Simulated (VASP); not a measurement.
Set up this calculation in VASP 6.6.1, as the native input.

| Item | Value |
| --- | --- |
| Task | single point |
| Functional | PBE |
| Potentials or basis | VASP PAW PBE potentials, release 64 (Ge_d) |
| Cutoff | 520 eV |
| k mesh | 10 × 10 × 6 |
| Occupations | fermi-dirac, width 0.05 eV |
| Spin | no spin polarisation |
| Further INCAR settings | ALGO = Normal; EDIFF = 1e-07; NBANDS = 21 |

The structure of Ge lies in POSCAR:

```
Ge
1.0
    1.4880529250     -2.5946896100      0.0000000000
    1.4880529250      2.5946896100      0.0000000000
    0.0000000000      0.0000000000      4.7275957900
Ge
2
Direct
    0.3271040000      0.6793620000      0.2532250000
    0.6791040000      0.3358940000      0.7452560000
```

This isn't the form of Ge at room conditions, which is diamond.

The cell isn't the ideal one: atoms moved at random, drawn with an rms of 0.05 Å.

One way to write it, as run:

INCAR

```
PREC     = Accurate       # precision mode
ENCUT    = 520            # plane-wave cutoff, eV
EDIFF    = 1E-7           # SCF threshold, eV
ISMEAR   = -1             # smearing method
SIGMA    = 0.05           # smearing width, eV
LREAL    = False          # projectors in reciprocal space
LASPH    = True           # aspherical terms in the spheres
NELM     = 60             # most SCF steps
ALGO     = Normal         # electronic algorithm
ISIF     = 2              # what is computed and relaxed
LWAVE    = False          # write WAVECAR
LCHARG   = False          # write CHGCAR
GGA      = PE             # functional
NBANDS   = 21             # bands
```

KPOINTS

```
Automatic mesh
0
Gamma
  10 10 6
```

Potentials or basis: VASP PAW PBE potentials, release 64 (Ge_d).

Run with:

```bash
$ cat potpaw_PBE.64/Ge_d/POTCAR > POTCAR
$ mpirun -np 1 vasp_std > vasp.out
```

It gave:

- Pressure: 4.3 GPa
- Largest force: 0.034 eV/Å
- Band gap on the k mesh: none (metal or under the smearing width)

Wall time 2 min on 1 thread of Intel(R) Xeon(R) Platinum 8488C (Sapphire Rapids), on a shared host, peak memory 0.29 GiB.
